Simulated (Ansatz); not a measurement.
Here is an Ansatz 0.2.0 calculation.

Contents of input.yaml:

```yaml
crystal:
  lattice:
    - [0.0, 2.44, 2.44]
    - [2.44, 0.0, 2.44]
    - [2.44, 2.44, 0.0]
  atoms:
    - { symbol: Na, position: [0.0, 0.0, 0.0] }
    - { symbol: H, position: [0.5, 0.5, 0.5] }
kpoints:
  mp_grid: { grid: [9, 9, 9] }
scf:
  occupations: { method: gaussian, width: 0.1 }
hamiltonian:
  xc: rpbe
  pseudopotentials: { kind: all_electron, lapw: { basis_error: 0.001 } }
output:
  forces: true
  stress: true
  eigenvalues: true
```

Potentials or basis: all-electron LAPW, scalar-relativistic.

Launch:

```sh
$ ansatz run input.yaml --threads 1 --pin off --max-ram 3072MiB --backend cpu --events-out ev --progress --plain --runs-dir out
```

Question: Estimate the pressure.

Answer: 0.7 GPa.

Question: What does it give for the band gap on the k mesh?

Answer: 4.22 eV, indirect (least direct gap 4.89 eV).

Caveat: an odd mesh through Γ misses points on the zone boundary, where band edges often lie. RPBE gaps usually lie below the measured ones, often by a third to a half.
